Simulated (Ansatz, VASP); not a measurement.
Given: the input of a run of Ansatz 0.2.0 on Ge. This isn't the form of Ge at room conditions, which is diamond.

The input input.yaml:

```yaml
crystal:
  lattice:
    - [5.24058, 0.0, 0.0]
    - [0.0, 5.24058, 0.0]
    - [0.0, 0.0, 2.65536]
  atoms:
    - { symbol: Ge, position: [0.0, 0.0, 0.0] }
    - { symbol: Ge, position: [0.0, 0.5, 0.0] }
    - { symbol: Ge, position: [0.5, 0.0, 0.0] }
hamiltonian:
  xc: revpbe
  pseudopotentials: { kind: paw }
  dispersion: d4
kpoints:
  mp_grid: { grid: [5, 5, 10] }
scf:
  occupations: { method: fermi_dirac, width: 0.05 }
output:
  forces: true
  stress: true
  eigenvalues: true
relax:
  f_tol: 0.01
  max_steps: 40
  cell: { stress_tol: 0.05 }
```

Potentials or basis: Ansatz PAW.

Command:

```console
$ ansatz run input.yaml --threads 2 --pin off --max-ram 5632MiB --backend cpu --events-out ev --progress --plain --runs-dir out
```

**Question.** Set up the same calculation for VASP 6.6.1. Potentials or basis there: PBE PAW files Ge_d, 600 eV.

**Answer.** As run (cutoffs and basis follow the program's own potentials, and thresholds, step limits or extra output files can differ):

INCAR

```
  ALGO = Normal
  EDIFF = 1E-6
  EDIFFG = -0.02
  ENCUT = 600
  GGA = RE
  IBRION = 2
  ISIF = 3
  ISMEAR = -1
  IVDW = 13
  LASPH = T
  LCHARG = F
  LREAL = F
  LWAVE = F
  NELM = 100
  NSW = 40
  PREC = Accurate
  SIGMA = 0.05
```

Contents of KPOINTS:

```
k-points
0
Gamma
  5 5 10
```

The input POSCAR:

```
Ge
1.0
    5.2405800000      0.0000000000      0.0000000000
    0.0000000000      5.2405800000      0.0000000000
    0.0000000000      0.0000000000      2.6553600000
Ge
3
Direct
    0.0000000000      0.0000000000      0.0000000000
    0.0000000000      0.5000000000      0.0000000000
    0.5000000000      0.0000000000      0.0000000000
```

Potentials or basis: VASP PAW PBE potentials, release 64 (Ge_d).

The run is started by

```bash
$ cat potpaw_PBE.64/Ge_d/POTCAR > POTCAR
$ mpirun -np 1 vasp_std > vasp.out
```

Both were run:

|  | Ansatz | VASP |
| --- | --- | --- |
| Relaxed volume | 24.89 Å³/atom | 24.94 Å³/atom |
| Relaxed cell | a = 5.224 Å, b = 5.224 Å, c = 2.736 Å, α = 90.00°, β = 90.00°, γ = 90.00° | a = 5.227 Å, b = 5.227 Å, c = 2.738 Å, α = 90.00°, β = 90.00°, γ = 90.00° |
| Space group after relaxing | P4/mmm (No. 123) | P4/mmm (No. 123) |
| Pressure after relaxing | 0.0 GPa | -0.1 GPa |

Ansatz's pressure holds a Pulay term of +0.02 GPa for its cutoff of 420 eV, which the other run lacks.

Ansatz's potentials were made for PBE. VASP's potentials were made for PBE.

Where Ansatz's input types no cutoff or centring, it takes its own default and a Γ-centred mesh.

Pressure is positive in compression.
